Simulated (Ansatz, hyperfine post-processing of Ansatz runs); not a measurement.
# Li3Ni2O2F3: isotropic lines and sites in a paramagnetic 7Li spectrum

Calculated values: DFT, PBEsol+U, plane-wave PAW, default files (PAW set soft_2), collinear spin, scalar-relativistic (Ansatz), contact and point-dipole shifts scaled to 320 K with Θ = 0 K (a pure Curie law); spin-only moments, above the ordering temperature.

```cif
data_structure
_symmetry_space_group_name_H-M 'P 1'
_symmetry_Int_Tables_number 1
_cell_length_a 10.5964
_cell_length_b 10.5964
_cell_length_c 10.5964
_cell_angle_alpha 164.050
_cell_angle_beta 164.050
_cell_angle_gamma 22.631
_cell_volume 89.83
loop_
_atom_site_label
_atom_site_type_symbol
_atom_site_fract_x
_atom_site_fract_y
_atom_site_fract_z
_atom_site_occupancy
Ni1 Ni 0.29931 0.29931 0.00000 1
Ni2 Ni 0.70069 0.70069 0.00000 1
F3 F 0.59629 0.59629 0.00000 1
F4 F 0.40371 0.40371 0.00000 1
F5 F 0.00000 0.00000 0.00000 1
O6 O 0.80087 0.80087 0.00000 1
O7 O 0.19913 0.19913 0.00000 1
Li8 Li 0.09919 0.09919 0.00000 1
Li9 Li 0.90081 0.90081 0.00000 1
Li10 Li 0.50000 0.50000 0.00000 1
```

7Li MAS at 11.7 T (193.6 MHz), 62.5 kHz, 320 K; contact and dipolar shift alone, no orbital or quadrupolar part; lines under 1.5 % of the strongest are left out. Lines of the NMR spectrum (strongest = 100):

```csv
position (ppm),intensity
-465.0,6.7
-438.6,4.7
-142.2,35
-115.8,51
180.6,28
207.0,100
503.4,12
529.8,26
826.2,13
852.6,15
1149.0,3.1
1175.4,2.0
```

**Question.** Which lines are isotropic ones rather than spinning sidebands, and which Li atoms give them?

Sidebands are spaced by 323 ppm (the spinning rate over the resonance of 193.6 MHz). An isotropic line need not be the tallest: it is the area-weighted centre of its own family of sidebands, and the one that stays put when the rate is changed. Isotropic shifts: 207 ppm for atom 8 and the 1 atom equivalent to it (5 Ni through links of 88 to 91° (8) and 180° (1)), reduced anisotropy 697 ppm; 181 ppm for atom 10 (2 Ni through links of 180° (2)), reduced anisotropy 977 ppm. The families' total areas stand as 2:1, which settles the match.

[Logs are printed without paths, hosts, clocks, repeated set-up lines and the standing remarks that a program may print on its own settings, such as how far it seeks lower states.]

[Hosts, paths, dates, database ids (printed as entryN), source tags and the programs' standing remarks are cut or masked in the printed files.]
